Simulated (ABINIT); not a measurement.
HfN:

```
Hf N
1.0
     0.00000    2.25600    2.25600
     2.25600    0.00000    2.25600
     2.25600    2.25600    0.00000
Hf N
1 1
Direct
  0.00000 0.00000 0.00000
  0.50000 0.50000 0.50000
```

Base run:

| Item | Value |
| --- | --- |
| Program | ABINIT 10.8.3 (patched build) |
| Functional | PBEsol |
| Potentials or basis | JTH PAW PBE v2.0 |
| Cutoff | 707 eV |
| k mesh | 10 × 10 × 10 |
| Occupations | fermi-dirac, width 0.05 eV |
| Spin | no spin polarisation |

Its results: band gap on the k mesh none (metal or under the smearing width); pressure -3.3 GPa.

The run is repeated on the same cell with these changes: potentials or basis from JTH PAW PBE v2.0 to PseudoDojo NC SR PBEsol v0.4 stringent; cutoff from 707 eV to 1796 eV; valence electrons from 17 to 31. What comes out?

Band gap on the k mesh none (metal or under the smearing width); pressure -2.1 GPa.

Caveats: the PAW data sets were made with another functional, which shifts forces and pressure a little (some runs).
